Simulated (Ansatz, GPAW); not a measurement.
Given: the input of a run of Ansatz 0.2.0 on FeGe. The cell is a database's computed one, not the measured one.

The input input.yaml:

```yaml
crystal:
  lattice:
    - [4.9976023358, 0.0, 0.0]
    - [-2.4988011679, 4.3280505808, 0.0]
    - [0.0, 0.0, 4.11576135]
  atoms:
    - { symbol: Ge, position: [0.6666666667, 0.3333333333, 0.5] }
    - { symbol: Ge, position: [0.3333333333, 0.6666666667, 0.5] }
    - { symbol: Ge, position: [0.0, 0.0, 0.0] }
    - { symbol: Fe, position: [0.0, 0.5, 0.0], spin: 3.0 }
    - { symbol: Fe, position: [0.5, 0.5, 0.0], spin: 3.0 }
    - { symbol: Fe, position: [0.5, 0.0, 0.0], spin: 3.0 }
kpoints:
  mp_grid: { grid: [6, 6, 7] }
scf:
  occupations: { method: fermi_dirac, width: 0.05 }
hamiltonian:
  xc: pbesol
  pseudopotentials: { kind: all_electron, lapw: { basis_error: 0.001 } }
magnetization:
  spin_polarized: true
output:
  forces: true
  stress: true
  eigenvalues: true
  populations: true
```

Potentials or basis: all-electron LAPW, scalar-relativistic.

Command:

```sh
$ ansatz run input.yaml --threads 4 --pin off --max-ram 14336MiB --backend cpu --events-out ev --progress --plain --runs-dir out
```

Task: Set up the same calculation for GPAW 26.7.0 (ASE script). Potentials or basis there: PAW data sets generated for this functional, cutoff 600 eV.

Result: As run (cutoffs and basis follow the program's own potentials, and thresholds, step limits or extra output files can differ):

File run.py:

```python
from ase import Atoms
from ase.dft.bandgap import bandgap
from ase.io import write
from ase.units import GPa
from gpaw import GPAW, PW, setup_paths

setup_paths.insert(0, '.')

atoms = Atoms(['Ge', 'Ge', 'Ge', 'Fe', 'Fe', 'Fe'],
              cell=[[4.9976023358, 0.0, 0.0],
                    [-2.4988011679, 4.3280505808, 0.0],
                    [0.0, 0.0, 4.11576135]],
              scaled_positions=[[0.6666666667, 0.3333333333, 0.5],
                                [0.3333333333, 0.6666666667, 0.5],
                                [0.0, 0.0, 0.0],
                                [0.0, 0.5, 0.0],
                                [0.5, 0.5, 0.0],
                                [0.5, 0.0, 0.0]],
              pbc=True)
atoms.set_initial_magnetic_moments([0.0, 0.0, 0.0, 3.0, 3.0, 3.0])

calc = GPAW(mode=PW(600),
            xc='PBEsol',
            kpts={'size': (6, 6, 7), 'gamma': True},
            occupations={'name': 'fermi-dirac', 'width': 0.05},
            nbands=37,
            convergence={'density': 1e-05, 'energy': 1e-05},
            maxiter=150,
            txt='gpaw.txt')
atoms.calc = calc
energy = atoms.get_potential_energy()
forces = atoms.get_forces()
stress = atoms.get_stress()
calc.write('gs.gpw')
write('result.traj', atoms)
print(f'Energy: {energy:.6f} eV')
print('Forces (eV/A):')
print(forces.round(4))
print('Stress (GPa):', (stress / GPa).round(3))
print('Moments:', calc.get_magnetic_moments().round(3))
print('Fermi level:', round(calc.get_fermi_level(), 4), 'eV')
print(f'Gap: {bandgap(calc)[0]:.4f} eV, direct: {bandgap(calc, direct=True)[0]:.4f} eV')
```

Potentials or basis: PAW data sets generated in the run's folder for this functional, pw.

Run with:

```sh
$ gpaw-setup -f PBEsol Fe Ge
$ OMP_NUM_THREADS=1 python run.py
```

Both were run:

|  | Ansatz | GPAW |
| --- | --- | --- |
| Pressure | -10.2 GPa | -9.2 GPa |
| Net moment | 4.27 μB per cell | 4.26 μB per cell |

Where Ansatz's input types no cutoff or centring, it takes its own default and a Γ-centred mesh.

The magnetic state is the one that the start led to; the real crystal's order can differ.

The cell lies far from this level's equilibrium.

Pressure is positive in compression.
